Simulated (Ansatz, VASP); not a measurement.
## One calculation of As, two programs

```
As
1.0
     1.88080    1.08588    3.51406
    -1.88080    1.08588    3.51406
     0.00000   -2.17176    3.51406
As
2
Direct
  0.22600 0.22600 0.22600
  0.77400 0.77400 0.77400
```

Alike in both runs: task single point; functional PBE; k mesh 9 × 9 × 9; occupations gaussian, width 0.011 eV; no spin polarisation.

|  | VASP | Ansatz |
| --- | --- | --- |
| version | VASP 6.6.1 | Ansatz 0.2.0 |
| potentials or method | VASP PAW PBE potentials, release 64 (As) | Ansatz PAW |
| plane-wave cutoff (eV) | 520 | 420 |
| valence electrons in the cell | 10 | 30 |

```csv
,VASP,Ansatz,Ansatz less VASP
gap on the k mesh at the Fermi level (eV),none,none,-
pressure (GPa),4.1,3.7,-0.32
largest component of the traceless stress (GPa),0.40,0.30,-0.100
rms of the force components (eV/Å),0.284,0.249,-0.0351
```

Atom by atom the forces differ by 0.035 eV/Å (rms over components). A gap of «none» marks a metal or a gap that the smearing closes. The two sets of potentials don't hold the same shells in valence.
